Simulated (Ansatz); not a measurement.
# Si, space group P6/mmm: a convergence test of the plane-wave cutoff

Program: the Python package of Ansatz (0.2.0).

Run as a notebook:

**Cell 1**
```python
import warnings

import ansatz
from pymatgen.core import Lattice, Structure
from pymatgen.io.ase import AseAtomsAdaptor
```

**Cell 2**
```python
warnings.simplefilter("ignore", ansatz.DeckWarning)
```

**Cell 3**
```python
pmg_structure = Structure(
    Lattice([[2.527, 0.0, 0.0], [-1.2635, 2.1884462, 0.0], [0.0, 0.0, 2.373]]),
    ["Si"],
    [
        [0.0, 0.0, 0.0],
    ],
)
structure = ansatz.Crystal.from_ase(AseAtomsAdaptor.get_atoms(pmg_structure))
```

**Cell 4**
```python
job = (
    structure.calculation()
    .functional("PBE")
    .kpoints(14, 14, 13)
    .occupations(ansatz.OccupationsMethod.FERMI_DIRAC, width=0.05)
)
```

**Cell 5**
```python
rows = []
for value in [300, 400, 500, 600, 700, 800]:
    summary = job.basis(value).run().report
    rows.append((value, summary["free_energy_ev"] / len(summary["lattice"]["sites"]), summary["n_iterations"], summary["n_pw"]))
```

**Cell 6**
```python
print(" cutoff (eV)   F/atom (eV)    iterations   plane waves")
for row in rows:
    print(f"{str(row[0]):>12s}  {row[1]:12.5f}  {row[2]:12d}  {row[3]:12d}")
```
Output:
```text
 cutoff (eV)   F/atom (eV)    iterations   plane waves
         300    -635.37465             6           151
         400    -635.39445             6           229
         500    -635.39487             6           327
         600    -635.39495             6           417
         700    -635.39497             6           563
         800    -635.39499             6           665
```

**Cell 7**
```python
# the last row is the reference
for row in rows[:-1]:
    shift = 1000 * (row[1] - rows[-1][1])
    print(f"{row[0]}: {shift:+.2f} meV/atom" + ("  (within 2 meV)" if abs(shift) < 2 else ""))
```
Output:
```text
300: +20.34 meV/atom
400: +0.54 meV/atom  (within 2 meV)
500: +0.12 meV/atom  (within 2 meV)
600: +0.04 meV/atom  (within 2 meV)
700: +0.03 meV/atom  (within 2 meV)
```

From 400 eV on it stays within 2 meV an atom of the value at 800 eV; the first row (300 eV) is off by 20.3 meV and the last but one by 0.03 meV. The energy falls steadily, as expected when plane waves are added.

Notes:
- The mesh is modest for a metal, so energies can be off by several to tens of meV an atom and pressures by half a GPa or more; differences at equal mesh fare better.
- This isn't the structure that Si takes at ambient conditions.
- Shifts are counted from the last row, which is itself no proven limit.
- The script silences the warnings on its input, which a real study should read.
- It ran for 7.8 s on 1 thread of Intel(R) Xeon(R) Platinum 8259CL CPU @ 2.50GHz (Skylake/Cascade Lake), on a shared host, peak memory 0.45 GiB.
